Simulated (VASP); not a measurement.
# NbC (Fm-3m) in VASP: a series of runs

Runs on NbC. Level: PBE. Tasks: relaxation of cell and atoms, vibrations by finite differences.

All numbers are computed with VASP 6.6.1; they aren't measurements. Logs are shortened: lines on timing, memory, paths and dates and some standing lists are left out, and cuts for length are marked.

## Step 1: The crystal as given

It takes space group Fm-3m (No. 225, cubic). Conventional cell: a = 4.469 Å, b = 4.469 Å, c = 4.469 Å, α = 90.00°, β = 90.00°, γ = 90.00°. Nb (site symmetry m-3m) is surrounded by 6 C at 2.23 Å. Around C (site symmetry m-3m) lie 6 Nb at 2.23 Å.

## Step 2: Relaxation of cell and atoms, PBE

INCAR

```
ALGO = Normal
EDIFF = 1E-7
EDIFFG = -0.002
ENCUT = 520
GGA = PE
IBRION = 2
ISIF = 3
ISMEAR = 0
LASPH = True
LCHARG = False
LREAL = False
LWAVE = False
NELM = 80
NSW = 80
PREC = Accurate
SIGMA = 0.1
```

KPOINTS

```
k-points
0
Gamma
  10 10 10
```

POSCAR

```
NbC
1.0
    0.0000000000      2.2345500000      2.2345500000
    2.2345500000      0.0000000000      2.2345500000
    2.2345500000      2.2345500000      0.0000000000
Nb C
1 1
Direct
    0.0000000000      0.0000000000      0.0000000000
    0.5000000000      0.5000000000      0.5000000000
```

Potentials or basis: VASP PAW PBE potentials, release 64 (Nb_sv, C).

Started as:

```bash
$ cat potpaw_PBE.64/Nb_sv/POTCAR potpaw_PBE.64/C/POTCAR > POTCAR
$ mpirun -np 1 vasp_std > vasp.out
```

OUTCAR:

```text
EDIFF = 1E-7
   EDIFFG = -0.002
   ENCUT = 520
   GGA = PE
   IBRION = 2
   ISIF = 3
   ISMEAR = 0
   LASPH = True
   LREAL = False
   NELM = 80
   NSW = 80
   PREC = Accurate

 ion  position               nearest neighbor table
   1  0.000  0.000  0.000-   2 2.23   2 2.23   2 2.23   2 2.23   2 2.23   2 2.23
   2  0.500  0.500  0.500-   1 2.23   1 2.23   1 2.23   1 2.23   1 2.23   1 2.23

  LATTYP: Found a face centered cubic cell.
 ALAT       =     4.4691000000

  Lattice vectors:

 A1 = (   0.0000000000,   2.2345500000,   2.2345500000)
 A2 = (   2.2345500000,   0.0000000000,   2.2345500000)
 A3 = (   2.2345500000,   2.2345500000,   0.0000000000)

Analysis of symmetry for initial positions (statically):
=====================================================================
 Subroutine PRICEL returns:
 Original cell was already a primitive cell.

 Routine SETGRP: Setting up the symmetry group for a
 face centered cubic supercell.

 Subroutine GETGRP returns: Found 48 space group operations
 (whereof 48 operations were pure point group operations)
 out of a pool of 48 trial point group operations.

The static configuration has the point symmetry O_h .

Analysis of symmetry for dynamics (positions and initial velocities):
=====================================================================
 Subroutine PRICEL returns:
 Original cell was already a primitive cell.

 Routine SETGRP: Setting up the symmetry group for a
 face centered cubic supercell.

 Subroutine GETGRP returns: Found 48 space group operations
 (whereof 48 operations were pure point group operations)
 out of a pool of 48 trial point group operations.

The dynamic configuration has the point symmetry O_h .

 Subroutine INISYM returns: Found 48 space group operations
 (whereof 48 operations are pure point group operations),
 and found     1 'primitive' translations

----------------------------------------------------------------------------------------

                                     Primitive cell

  volume of cell :      22.3152

  direct lattice vectors                    reciprocal lattice vectors
     0.000000000  2.234550000  2.234550000    -0.223758699  0.223758699  0.223758699
     2.234550000  0.000000000  2.234550000     0.223758699 -0.223758699  0.223758699
     2.234550000  2.234550000  0.000000000     0.223758699  0.223758699 -0.223758699

  length of vectors
     3.160130916  3.160130916  3.160130916     0.387561435  0.387561435  0.387561435

  position of ions in fractional coordinates (direct lattice)
     0.000000000  0.000000000  0.000000000
     0.500000000  0.500000000  0.500000000

  ion indices of the primitive-cell ions
   primitive index   ion index
                 1           1
                 2           2

----------------------------------------------------------------------------------------

 KPOINTS: k-points

Automatic generation of k-mesh.
 Grid dimensions read from file:
 generate k-points for:   10   10   10

 Generating k-lattice:

  Cartesian coordinates                     Fractional coordinates (reciprocal lattice)
    -0.022375870  0.022375870  0.022375870     0.100000000  0.000000000  0.000000000
     0.022375870 -0.022375870  0.022375870     0.000000000  0.100000000  0.000000000
     0.022375870  0.022375870 -0.022375870     0.000000000  0.000000000  0.100000000

  Length of vectors
     0.038756143  0.038756143  0.038756143

  Shift w.r.t. Gamma in fractional coordinates (k-lattice)
     0.000000000  0.000000000  0.000000000

 Subroutine IBZKPT returns following result:
 ===========================================

 Found     47 irreducible k-points:

 Following reciprocal coordinates:
            Coordinates               Weight
  0.000000  0.000000  0.000000      1.000000
  0.100000  0.000000  0.000000      8.000000
  0.200000  0.000000  0.000000      8.000000
  0.300000  0.000000  0.000000      8.000000
  0.400000  0.000000  0.000000      8.000000
  0.500000  0.000000  0.000000      4.000000
[... 16 lines left out ...]
  0.300000  0.300000  0.000000      6.000000
  0.400000  0.300000  0.000000     24.000000
 [... further k-points ...]
   k-points           NKPTS =     47   k-points in BZ     NKDIM =     47   number of bands    NBANDS=     12
   number of dos      NEDOS =    301   number of ions     NIONS =      2
   total plane-waves  NPLWV =  13824
   dimension x,y,z NGX =    24 NGY =   24 NGZ =   24
   dimension x,y,z NGXF=    48 NGYF=   48 NGZF=   48
   ions per type =               1   1
   NGX,Y,Z   is equivalent  to a cutoff of  12.63, 12.63, 12.63 a.u.
   NGXF,Y,Z  is equivalent  to a cutoff of  25.25, 25.25, 25.25 a.u.
 SYSTEM =  unknown system
   PREC   = accura    normal or accurate (medium, high low for compatibility)
   ISTART =      0    job   : 0-new  1-cont  2-samecut
   ICHARG =      2    charge: 1-file 2-atom 10-const
   ISPIN  =      1    spin polarized calculation?
   LNONCOLLINEAR =      F non collinear calculations
   LSORBIT =      F    spin-orbit coupling
   LASPH  =      T    aspherical Exc in radial PAW
   ENCUT  =  520.0 eV  38.22 Ry    6.18 a.u.   5.88  5.88  5.88*2*pi/ulx,y,z
   NELM   =     80;   NELMIN=  2; NELMDL= -5     # of ELM steps
   EDIFF  = 0.1E-06   stopping-criterion for ELM
   LREAL  =      F    real-space projection
   EDIFFG = -.2E-02   stopping-criterion for IOM
   NSW    =     80    number of steps for IOM
   IBRION =      2    ionic relax: 0-MD 1-quasi-New 2-CG
   NFREE  =      1    steps in history (QN), initial steepest desc. (CG)
   ISIF   =      3    stress and relaxation
   ISYM   =      2    0-nonsym 1-usesym 2-fastsym
   POTIM  = 0.5000    time-step for ionic-motion
   TEBEG  =    0.0;   TEEND  =   0.0 temperature during run
   PSTRESS=    0.0 pullay stress
   NELECT =      17.0000    total number of electrons
   NUPDOWN=      -1.0000    fix difference up-down
   EMIN   =  10.00;   EMAX   =-10.00  energy-range for DOS
   EFERMI =   0.00;   METHOD = LEGACY
   ISMEAR =     0;   SIGMA  =   0.10  broadening in eV -4-tet -1-fermi 0-gaus
   EFERMI_NEDOS =   21; number of points for ismear=-14 and -15
   IALGO  =     38    algorithm
   IMIX   =      4    mixing-type and parameters
     AMIX     =   0.40;   BMIX     =  1.00
     AMIX_MAG =   1.60;   BMIX_MAG =  1.00
  volume/ion in A,a.u.               =      11.16        75.30
  Fermi-wavevector in a.u.,A,eV,Ry     =   1.495172  2.825465 30.416346  2.235538
  Thomas-Fermi vector in A             =   2.607351
   LORBIT       =      0    0 simple, 1 ext, 2 COOP (PROOUT), +10 PAW based schemes
   GGA     = PE    functional components
   LHFCALC =     F    Hartree Fock is set to
   AEXX    =    0.0000 exact exchange contribution
   IVDW    =     0    specifies the selected vdW correction
   LEPSILON=     F    determine dielectric tensor
   LRPA    =     F    only Hartree local field effects (RPA)
 conjugate gradient relaxation of ions
 non-spin polarized calculation
 Gauss-broadening in eV      SIGMA  =   0.10
  energy-cutoff  :      520.00
  volume of cell :       22.32
 maximum number of plane-waves:       620
   NGX = 11   NGY = 11   NGZ = 11

--------------------------------------- Ionic step        1  -------------------------------------------

 number of electron      16.9999999 magnetization

 Free energy of the ion-electron system (eV)
  ---------------------------------------------------
  ext. energy  EPLUGINS =         0.00000000
  ---------------------------------------------------
  free energy    TOTEN  =       -20.55506034 eV

  energy without entropy =      -20.55349213  energy(sigma->0) =      -20.55427624

------------------------ aborting loop because EDIFF is reached ----------------------------------------

  FORCE on cell =-STRESS in cart. coord.  units (eV):
  Direction    XX          YY          ZZ          XY          YZ          ZX
  --------------------------------------------------------------------------------------
  -------------------------------------------------------------------------------------
  Total        0.3774009      0.3774009      0.3774009     -0.0000000     -0.0000000      0.0000000
  in kB       27.0965070     27.0965070     27.0965070     -0.0000000     -0.0000000      0.0000000
  external PRESSURE =      27.0965070 kB  Pullay stress =       0.0000000 kB
[... 57 lines left out ...]
  energy  without entropy=      -20.5480248462  energy(sigma->0) =      -20.54882957

--------------------------------------- Ionic step        3  -------------------------------------------

 number of electron      16.9999999 magnetization

 Free energy of the ion-electron system (eV)
  ---------------------------------------------------
  ext. energy  EPLUGINS =         0.00000000
  ---------------------------------------------------
  free energy    TOTEN  =       -20.55670323 eV

  energy without entropy =      -20.55512185  energy(sigma->0) =      -20.55591254

 E-fermi :  12.3652     XC(G=0): -13.0422

 val. band max:       12.2779368152   @ k =  -0.4000   0.4000   0.1000
 cond. band min:      12.5522020792   @ k =  -0.2000   0.2000   0.0000
 fundamental gap:      0.2742652640
 Fermi energy:        12.3651724802

 k-point     1 :       0.0000    0.0000    0.0000
  band No.  band energies     occupation
      1     -43.3296      2.00000
      2     -19.0413      2.00000
      3     -19.0413      2.00000
      4     -19.0413      2.00000
      5      -0.9503      2.00000
      6      11.1573      2.00000
      7      11.1573      2.00000
      8      11.1573      2.00000
      9      12.2408      1.92136
     10      12.2408      1.92136
     11      12.2408      1.92136
     12      12.7966      0.00000
[... 331 lines left out ...]
 k-point    24 :       0.4000    0.3000    0.0000
  band No.  band energies     occupation
      1     -43.2201      2.00000
      2     -19.6303      2.00000
      3     -19.2780      2.00000
      4     -19.2530      2.00000
      5       0.7734      2.00000
      6       7.2747      2.00000
      7       8.5531      2.00000
      8      10.1068      2.00000
      9      10.9387      2.00000
     10      14.5754      0.00000
     11      15.7941      0.00000
     12      16.0262      0.00000

 [... further k-points ...]

------------------------ aborting loop because EDIFF is reached ----------------------------------------

  FORCE on cell =-STRESS in cart. coord.  units (eV):
  Direction    XX          YY          ZZ          XY          YZ          ZX
  --------------------------------------------------------------------------------------
  -------------------------------------------------------------------------------------
  Total       -0.0011161     -0.0011161     -0.0011161     -0.0000000      0.0000000      0.0000000
  in kB       -0.0794254     -0.0794254     -0.0794254     -0.0000000      0.0000000      0.0000000
  external PRESSURE =      -0.0794254 kB  Pullay stress =       0.0000000 kB
[... 17 lines left out ...]
  FREE ENERGIE OF THE ION-ELECTRON SYSTEM (eV)
  ---------------------------------------------------
  free  energy   TOTEN  =       -20.5567032330 eV

  energy  without entropy=      -20.5551218503  energy(sigma->0) =      -20.55591254

 reached required accuracy - stopping structural energy minimisation
```

Wall time 19 s (1 thread of Intel Xeon Platinum 8488C (Sapphire Rapids), shared host); peak memory 0.15 GiB.

What came out:

- Free energy: -20.5567 eV
- Relaxed volume: 11.26 Å³/atom
- Relaxed cell: a = 3.169 Å, b = 3.169 Å, c = 3.169 Å, α = 60.00°, β = 60.00°, γ = 60.00°
- Space group after relaxing (to 0.05 Å): Fm-3m (No. 225)
- Energy gained by relaxing: 0.8 meV/atom
- Ionic steps: 3
- Pressure after relaxing: 0.0 GPa
- Band gap on the k mesh: none (metal or under the smearing width)

Step by step:
| step | energy change (eV) | largest force (eV/Å) | pressure (GPa) | volume (Å³) |
| --- | --- | --- | --- | --- |
| 1 | 0.0000 | 0.0000 | 2.71 | 22.32 |
| 2 | 0.0054 | 0.0000 | -5.33 | 22.93 |
| 3 | -0.0016 | 0.0000 | -0.01 | 22.51 |

Final structure:
```
Nb C
1.0
     0.00000    2.24114    2.24114
     2.24114    0.00000    2.24114
     2.24114    2.24114    0.00000
Nb C
1 1
Direct
  0.00000 0.00000 0.00000
  0.50000 0.50000 0.50000
```

(Part 1 of 2 ends here.)
